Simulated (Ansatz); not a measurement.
Runs of Ansatz 0.2.0 on Ga2O3. Symmetry: C2/m, No. 12, monoclinic system. Conventional cell: a = 12.214 Å, b = 3.037 Å, c = 5.798 Å, α = 90.00°, β = 103.83°, γ = 90.00°. Around Ga (site symmetry m) lie 6 O at 1.94 to 2.07 Å. Ga (site symmetry m) has 4 O at 1.83 to 1.86 Å as nearest neighbours. Around O (site symmetry m) lie 3 Ga at 1.83 to 1.94 Å. O (site symmetry m) has 4 Ga at 1.86 to 2.07 Å as nearest neighbours. Around O (site symmetry m) lie 3 Ga at 1.83 to 1.94 Å. 

```tsv
task	level	spin	cell	k mesh	cutoff (eV)	points for each segment of the path	gap on the mesh (eV)	pressure (GPa)	largest force (eV/Å)
single point	PBE	off	as given	7 × 7 × 4	420	-	2.44	(b)	0.22
band structure	LDA	SOC, no magnetisation	as given	9 × 9 × 5	420	10	2.33	-4.1	0.09
band structure	PBEsol	SOC, no magnetisation	as given	9 × 9 × 5	420	10	2.34	2.5	0.12
relaxation of cell and atoms	r2SCAN	off	relaxed	9 × 9 × 5	500	-	(a)	0.0	0.01
single point	PBE	off	as given	9 × 9 × 5	300	-	2.36	10.4	(c)
```

Alike in all rows: potentials or basis Ansatz PAW; smearing fermi-dirac 0.05 eV.

**Question.** Fill in the values left out.

**Answer.** (a) 3.03; (b) 9.6; (c) 0.38.

Caveats: odd divisions of the mesh miss points on the zone boundary, where band edges often lie, so the gap on the mesh can be too wide (some runs); the PAW data sets come from PBE, with cores solved anew for the run's functional, which leaves a small shift of forces and pressure (some runs); the plane-wave basis is chosen anew once the cell has moved, so the energies of steps on either side of that aren't comparable (some runs); the pressure holds a Pulay correction of +31.9 GPa for the finite cutoff (some runs); the cutoff lies under the one recommended for these potentials (some runs).

A k mesh can miss the band edges, and rows without SOC leave out spin-orbit coupling on Ga.
